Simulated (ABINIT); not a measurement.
The system is GaAs.

```
As Ga
1.0
     0.00000    2.82685    2.82685
     2.82685    0.00000    2.82685
     2.82685    2.82685    0.00000
As Ga
1 1
Direct
  0.75000 0.75000 0.75000
  0.00000 0.00000 0.00000
```

```yaml
Program: ABINIT 10.8.3 (patched build)
Task: relaxation of cell and atoms
Functional: LDA
Potentials_or_basis: JTH PAW LDA v2.0 sp
Cutoff: 463 eV
k_mesh: 6 × 6 × 6
Occupations: fermi-dirac, width 0.05 eV
Spin: no spin polarisation
```

At the start: pressure -1.8 GPa; volume 22.59 Å³/atom.

Task: Where does the relaxation end?

Result: Over 4 steps the energy falls by 3.3 meV/atom and the volume is 22.02 Å³/atom (-2.5 %); space group F-43m (No. 216, to 0.05 Å).

Step by step:
| step | energy change (eV) | largest force (eV/Å) | pressure (GPa) | volume (Å³) |
| --- | --- | --- | --- | --- |
| 1 | 0.0000 | 0.0000 | -1.79 | 45.18 |
| 2 | -0.0025 | 0.0000 | -1.43 | 44.93 |
| 3 | -0.0065 | 0.0000 | 0.07 | 44.00 |
| 4 | -0.0065 | 0.0000 | 0.00 | 44.04 |

Final structure:
```
CELL_PARAMETERS angstrom
0.00000 2.80294 2.80294
2.80294 0.00000 2.80294
2.80294 2.80294 0.00000
ATOMIC_POSITIONS crystal
As 0.75000 0.75000 0.75000
Ga 0.00000 0.00000 0.00000
```

Caveat: this set keeps more shells in the core, which shifts pressures and gaps.
